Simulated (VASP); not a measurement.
Crystal: Se.

```
Se
1.0
     4.36620    0.00000    0.00000
    -2.18310    3.78124    0.00000
     0.00000    0.00000    4.95360
Se
3
Cartesian
  0.9841 0.0000 1.6512
  -0.4921 0.8523 3.3024
  1.6910 2.9289 0.0000
```

| Property | Result |
| --- | --- |
| Program | VASP 6.6.1 |
| Task | relaxation of cell and atoms |
| Functional | PBE |
| Potentials or basis | VASP PAW PBE potentials, release 64 (Se) |
| Cutoff | 300 eV |
| k mesh | 5 × 5 × 3 |
| Occupations | gaussian, width 0.03 eV |
| Spin | no spin polarisation |

At the start: pressure 2.9 GPa; volume 27.26 Å³/atom.

Task: How do energy, volume and symmetry change on relaxing?

Result: Over 14 steps the energy falls by 14.3 meV/atom and the volume is 30.22 Å³/atom (+10.8 %); space group P3_121 (No. 152, to 0.05 Å).

Step by step:
```csv
step,energy change (eV),largest force (eV/Å),pressure (GPa),volume (Å³)
1,0.0000,0.4202,2.92,81.78
2,-0.0051,0.5166,-2.09,87.80
3,-0.0347,0.1011,0.12,84.80
4,-0.0347,0.0921,0.17,84.74
5,-0.0361,0.0722,0.15,85.06
6,-0.0381,0.0100,0.11,86.02
7,-0.0390,0.0217,0.04,86.54
8,-0.0410,0.0563,-0.16,88.10
9,-0.0415,0.1163,-0.46,91.24
10,-0.0418,0.0914,-0.35,89.99
11,-0.0422,0.0774,-0.29,90.11
12,-0.0428,0.0335,-0.10,90.47
13,-0.0422,0.0617,0.30,91.19
14,-0.0429,0.0095,0.00,90.65
```

Final structure:
```cif
data_structure
_symmetry_space_group_name_H-M 'P 1'
_symmetry_Int_Tables_number 1
_cell_length_a 4.5601
_cell_length_b 4.5601
_cell_length_c 5.0338
_cell_angle_alpha 90.000
_cell_angle_beta 90.000
_cell_angle_gamma 120.000
_cell_volume 90.65
loop_
_atom_site_label
_atom_site_type_symbol
_atom_site_fract_x
_atom_site_fract_y
_atom_site_fract_z
_atom_site_occupancy
Se1 Se 0.21712 0.00000 0.33333 1
Se2 Se 0.00000 0.21712 0.66667 1
Se3 Se 0.78288 0.78288 0.00000 1
```

Caveat: the k mesh is coarse (spacing up to 0.42 Å⁻¹), so the values aren't converged; the volume moved by +11 % from the deposited cell, more than functionals usually miss.
